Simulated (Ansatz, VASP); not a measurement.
**Ru in VASP and in Ansatz**

```
CELL_PARAMETERS angstrom
1.63987 0.94678 3.04094
-1.63987 0.94678 3.04094
0.00000 -1.89356 3.04094
ATOMIC_POSITIONS crystal
Ru 0.22754 0.22754 0.22754
Ru 0.77246 0.77246 0.77246
```

Alike in both runs: task relaxation of cell and atoms; functional r2SCAN; k mesh 6 × 6 × 6; occupations gaussian, width 0.1 eV; no spin polarisation.

|  | VASP | Ansatz |
| --- | --- | --- |
| version | VASP 6.6.1 | Ansatz 0.2.0 |
| potentials or method | VASP PAW PBE potentials, release 64 (Ru_pv) | scalar-relativistic, plane waves, PAW |
| plane-wave cutoff (eV) | 600 | 500 |
| valence electrons in the cell | 28 | 32 |

```csv
,VASP,Ansatz,Ansatz less VASP
"gap on the k mesh at the Fermi level, each at its own relaxed structure (eV)",none,none,-
relaxed volume (Å³/atom),13.96,13.91,-0.054
relaxed cell length with the largest relative difference (Å),3.034,3.030,-0.0039
energy change over the relaxation (meV/atom),-1008,-983,+24.9
```

A gap of «none» marks a metal or a gap that the smearing closes. The two sets of potentials don't hold the same shells in valence.

Caveats: the k mesh is coarse (spacing up to 0.39 Å⁻¹), so the values aren't converged; the PAW data sets were made with another functional, which shifts forces and pressure a little (VASP).
